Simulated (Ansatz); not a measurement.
# Stability checks on a candidate for Be

The cell was relaxed from a distorted copy of a database structure.

Level of theory: DFT PBE, scalar-relativistic, plane waves, PAW in Ansatz. The final run on the 2-atom cell used 420 eV, a Γ-centred 30×30×16 mesh, 0.10 eV smearing and no spin polarisation.

```
CELL_PARAMETERS angstrom
2.26429 0.00000 0.00000
-1.13214 1.96093 0.00000
0.00000 0.00000 3.56126
ATOMIC_POSITIONS crystal
Be 0.33333 0.66667 0.75000
Be 0.66667 0.33333 0.25000
```

Energies count from the standard state of Be at the same level.

Problem. These tests were run: random kick, then relaxation without symmetry; phonons at Γ; elastic tensor. What do they show?

Solution.

| test | result |
| --- | --- |
| random kick, then relaxation without symmetry | returns |
| phonons at Γ | lowest optical mode 467 cm⁻¹ |
| elastic tensor | least eigenvalue 145 GPa |

It fails none of these tests. Competing phases weren't compared here. Phonons away from Γ weren't computed.

For metals, differences of a few meV/atom aren't resolved. The kick test ran on a coarse mesh. The run for the phonons used a 30×30×16 k mesh and Fermi–Dirac smearing of 0.15 eV. The run for the elastic tensor used a 30×30×16 k mesh and Fermi–Dirac smearing of 0.15 eV.
